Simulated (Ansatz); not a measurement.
What does this script print? It uses Ansatz 0.2.0, Python API.

`ge_pdos.py`
```python
'''Which atoms and shells make the states of Ge.'''

import ansatz as az
import numpy as np

config = {
    'filling': 'gaussian',
    'cutoff_ev': 550,
    'k_length': 26,
    'n_empty': 10,
}


def main() -> None:
    structure = (
        az.Lattice.from_parameters(2.991106, 2.991106, 4.727596, alpha=90.0, beta=90.0, gamma=120.33151)
        .atom('Ge', [0.66655337, 0.33344663, 0.25])
        .atom('Ge', [0.33344663, 0.66655337, 0.75])
    )

    calc = (
        structure.calculation()
        .occupations(config['filling'])
        .functional(az.Functional.PBESOL)
        .basis(config['cutoff_ev'])
        .kpoints(length=config['k_length'])
        .scf(extra_bands=config['n_empty'])
        .density_of_states(projected=True, method='smearing', broadening_width=0.15, energy_step=0.1)
    )
    outcome = calc.run()
    report = outcome.report

    dos = outcome.density_of_states()
    energy = np.asarray(dos.energies_ev) - dos.fermi_ev
    curves = {}
    for site in outcome.projected_density_of_states().sites:
        for shell in site.shells:
            weight = sum(np.sum(curve.g_bin_mean_per_ev, axis=0) for curve in shell.curves)
            name = f'{site.species} {shell.label}'
            curves[name] = curves.get(name, 0) + weight

    print('E-EF   ' + ' '.join(f'{name:>8s}' for name in curves))
    for e in np.arange(-8, 4 + 0.1, 0.5):
        print(f'{e:5.1f}  ' + ' '.join(f'{np.interp(e, energy, g):8.3f}' for g in curves.values()))


if __name__ == '__main__':
    main()
```

Running `python ge_pdos.py` prints:
```text
E-EF      Ge 4S    Ge 4P    Ge 3D
 -8.0     0.333    0.152    0.001
 -7.5     0.338    0.134    0.001
 -7.0     0.631    0.214    0.001
 -6.5     0.586    0.297    0.001
 -6.0     0.459    0.071    0.000
 -5.5     0.286    0.136    0.000
 -5.0     0.011    0.201    0.000
 -4.5     0.036    0.389    0.000
 -4.0     0.080    0.553    0.001
 -3.5     0.203    0.750    0.001
 -3.0     0.115    0.570    0.001
 -2.5     0.192    0.550    0.001
 -2.0     0.158    0.522    0.001
 -1.5     0.130    0.648    0.001
 -1.0     0.080    0.510    0.001
 -0.5     0.130    0.929    0.001
  0.0     0.308    0.868    0.001
  0.5     0.186    0.764    0.001
  1.0     0.030    0.321    0.000
  1.5     0.164    1.383    0.001
  2.0     0.144    0.852    0.001
  2.5     0.041    0.548    0.000
  3.0     0.108    0.904    0.001
  3.5     0.150    1.568    0.001
  4.0     0.042    0.646    0.000
```

Notes:
- For a metal this k-point mesh is coarse: on a finer one energies can move by several to tens of meV an atom and pressures by half a GPa or more, differences at one mesh by less.
- Within a few hundredths of an angstrom the cell has the higher group P6_3/mmc; the lower one is a small distortion.
- This isn't the structure that Ge takes at ambient conditions.
- Curves are summed over the cell's atoms. Only shells that the potentials hold have channels, so projections don't add up to the total, least of all where a shell is missing (p of most metals); heights and places of peaks move with the mesh.
- The density of states is complete only as far up as bands were computed.
- Run time: 4.5 s on 1 thread of Intel(R) Xeon(R) Processor @ 2.30GHz, with other jobs on the host, peak memory 0.55 GiB.
